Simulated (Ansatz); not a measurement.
# CoO: the cost of one run

Computed with Ansatz 0.2.0 (DFT PBE, scalar-relativistic, plane waves, PAW, unless a step's input says otherwise).

1 further run of the same task is left out (set aside as unsound or not needed).

**1. The system as given**

The structure is hexagonal, space group P6_3/mmc (No. 194). Conventional cell: a = 3.005 Å, b = 3.005 Å, c = 4.904 Å, α = 90.00°, β = 90.00°, γ = 120.00°. Co (site symmetry -6m2) is surrounded by 6 O at 2.12 Å. O (site symmetry -3m) is surrounded by 6 Co at 2.12 Å.

Coordinates:

```cif
data_structure
_symmetry_space_group_name_H-M 'P 1'
_symmetry_Int_Tables_number 1
_cell_length_a 3.0045
_cell_length_b 3.0045
_cell_length_c 4.9036
_cell_angle_alpha 90.000
_cell_angle_beta 90.000
_cell_angle_gamma 120.000
_cell_volume 38.33
loop_
_atom_site_label
_atom_site_type_symbol
_atom_site_fract_x
_atom_site_fract_y
_atom_site_fract_z
_atom_site_occupancy
Co1 Co 0.00000 0.00000 0.00000 1
O1 O 0.66667 0.33333 0.25000 1
Co2 Co 0.33333 0.66667 0.50000 1
O2 O 0.66667 0.33333 0.75000 1
```

**2. Stacking AB**

File input.yaml:

```yaml
crystal:
  lattice:
    - [3.0045058605, 0.0, 0.0]
    - [-1.5022529302, 2.601978401, 0.0]
    - [0.0, 0.0, 4.9036198487]
  atoms:
    - { symbol: Co, position: [0.0, 0.0, 0.0], spin: 2.74 }
    - { symbol: O, position: [0.6666666667, 0.3333333333, 0.25], spin: 0.35 }
    - { symbol: Co, position: [0.3333333333, 0.6666666667, 0.5], spin: 2.74 }
    - { symbol: O, position: [0.6666666667, 0.3333333333, 0.75], spin: 0.35 }
basis:
  ecutwfc: 420
kpoints:
  mp_grid: { grid: [12, 12, 9] }
hamiltonian:
  xc: pbe
scf:
  occupations: { method: gaussian, width: 0.1 }
output:
  forces: true
  stress: true
  eigenvalues: true
  populations: true
magnetization:
  spin_polarized: true
relax:
  adjacent_minimum: "off"
  f_tol: 0.01
  max_steps: 45
  cell: { stress_tol: 0.05 }
```

On the command line:

```sh
> ansatz run input.yaml --threads 2 --pin off --max-ram 5120MiB --backend cpu --events-out ev --progress --plain --runs-dir out
```

Q: Estimate wall time and peak memory on 2 threads of Arm Neoverse V2, shared host.

About 74 s, with a peak of 0.47 GiB.
